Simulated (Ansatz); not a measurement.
A nudged elastic band was laid between two geometries of a periodic cell of 13 atoms, Al12Pt (surface Al(111), adsorbate Pt).

The calculation used DFT PBEsol, scalar-relativistic, plane waves, PAW (Ansatz 0.2.0). Settings: cutoff 420 eV, k mesh 3x3x1, fermi-dirac smearing 0.05 eV, no spin polarisation.

- movable images: 5
- climbing image: yes
- spring: 10.0 eV/Å²
- optimiser: quadratic models (default)
- start path: straight line
- force threshold: 0.03 eV/Å
- iteration limit: 41
- end points: relaxed
- atoms held: 1 to 4

Initial state:

```xyz
13
Lattice="5.7276 0.0000 0.0000 2.8638 4.9602 0.0000 0.0000 0.0000 16.6765" Properties=species:S:1:pos:R:3
Al 1.432 0.827 1.000
Al 4.296 0.827 1.000
Al 2.864 3.307 1.000
Al 5.728 3.307 1.000
Al 0.000 1.654 3.306
Al 2.864 1.646 3.326
Al 1.425 4.137 3.324
Al 4.303 4.137 3.326
Al 0.000 0.125 5.629
Al 2.864 0.000 5.637
Al 1.324 2.418 5.629
Al 4.402 2.418 5.632
Pt 2.861 3.309 7.183
```

Final state:

Only the atoms that move by more than 0.05 Å are listed.
```
Al9 0.107 -0.062 5.632
Al10 2.756 -0.063 5.629
Al11 1.433 2.480 5.637
Al12 4.296 2.605 5.629
Pt13 4.293 0.829 7.183
```

Q: Which bonds break or form, and what moves?

A: Contacts lost: Al11–Pt13. Contacts made: Al10–Pt13. The atom that moves furthest is Pt13, by 2.86 Å.

Q: What energy profile does the band end with?

A: The run converged. The highest image is number 5 of 0 to 6, 0.147 eV above the ends, which have the same energy within 2 meV. The profile has 2 maxima (images 2, 5) with wells between them (image 3): this band takes more than one step, which may be the mechanism or a detour left from its start path. By the program's own check the climbing image is a first-order saddle point (lowest curvatures found: -0.47 and 0.23 eV/Å²). Limits of this set-up: coarse k mesh, thin slab, slab without dipole correction.

```
image  path coordinate (Å)  energy (eV)  Al11–Pt13 (Å)  Al10–Pt13 (Å)
    0                 0.00        0.000           2.36           3.65
    1                 0.61        0.099           2.33           3.15
    2                 1.22        0.125           2.31           2.55
    3                 1.83        0.023           2.34           2.37
    4                 2.44        0.069           2.42           2.32
    5                 3.05        0.147           2.79           2.31
    6                 4.00        0.000           3.65           2.36
```

Q: What is the geometry of the highest image?

A: 
```xyz
13
Lattice="5.7276 0.0000 0.0000 2.8638 4.9602 0.0000 0.0000 0.0000 16.6765" Properties=species:S:1:pos:R:3
Al 1.432 0.827 1.000
Al 4.296 0.827 1.000
Al 2.864 3.307 1.000
Al 5.728 3.307 1.000
Al 0.064 1.625 3.424
Al 2.896 1.636 3.235
Al 1.487 4.093 3.426
Al 4.279 4.143 3.245
Al -0.153 0.090 5.892
Al 2.695 -0.126 5.480
Al 1.483 2.454 5.818
Al 4.328 2.689 5.478
Pt 3.622 1.219 7.115
```

Time of the run: 14 min on 1 thread of Arm Neoverse V1, on a shared host, peak memory 0.85 GiB.
